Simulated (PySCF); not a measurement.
## Ir in PySCF: the effect of functional

Crystal: Ir.

```xyz
1
Lattice="0.0000 1.9156 1.9156 1.9156 0.0000 1.9156 1.9156 1.9156 0.0000" Properties=species:S:1:pos:R:3 pbc="T T T"
Ir    0.0000    0.0000    0.0000
```

Alike in all runs:

| Quantity | Value |
| --- | --- |
| Program | PySCF 2.14.0 |
| Task | equation of state |
| Potentials or basis | DZVP-MOLOPT-SR/GTH-PBE (potentials made for PBE) |
| k mesh | 4 × 4 × 4 |
| Occupations | fermi-dirac, width 0.05 eV |
| Spin | no spin polarisation |

```csv
functional,V0 of scaled cells (Å³/atom),B0 (GPa)
LDA,13.50,434
PBEsol,13.65,417
PBE,?,?
```

Q: What does the run with functional PBE give?

A: V0 of scaled cells 14.03 Å³/atom; B0 378 GPa.

Caveats: all runs use coarse meshes; the basis of atomic orbitals isn't converged, which shifts pressures, moduli and gaps; the potentials were made for another functional, which shifts forces and pressure (some runs).
